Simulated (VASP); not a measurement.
A run of VASP 6.6.1 is set up as follows.

The input INCAR:

```
PREC = Accurate
ENCUT = 520
EDIFF = 1E-7
ISMEAR = 0
SIGMA = 0.1
LREAL = F
LASPH = T
NELM = 100
ALGO = Normal
ISIF = 2
LWAVE = F
LCHARG = F
GGA = PS
```

The input KPOINTS:

```
regular mesh
0
Gamma
  18 18 18
```

Contents of POSCAR:

```
Al                                      
1.0
    0.0000000000      2.0473969664      2.0473969664
    2.0473969664      0.0000000000      2.0473969664
    2.0473969664      2.0473969664      0.0000000000
  Al            
     1
Direct
     0.0000000000000000    0.0000000000000000    0.0000000000000000
```

Potentials or basis: VASP PAW PBE potentials, release 64 (Al).

Run with:

```sh
$ cat potpaw_PBE.64/Al/POTCAR > POTCAR
$ mpirun -np 1 vasp_std > vasp.out
```

Problem. Predict the band gap on the k mesh.

Solution. None (metal or under the smearing width).

Problem. What does it give for the pressure?

Solution. -4.2 GPa.

Caveat: the PAW data sets were made with another functional, which shifts forces and pressure a little.
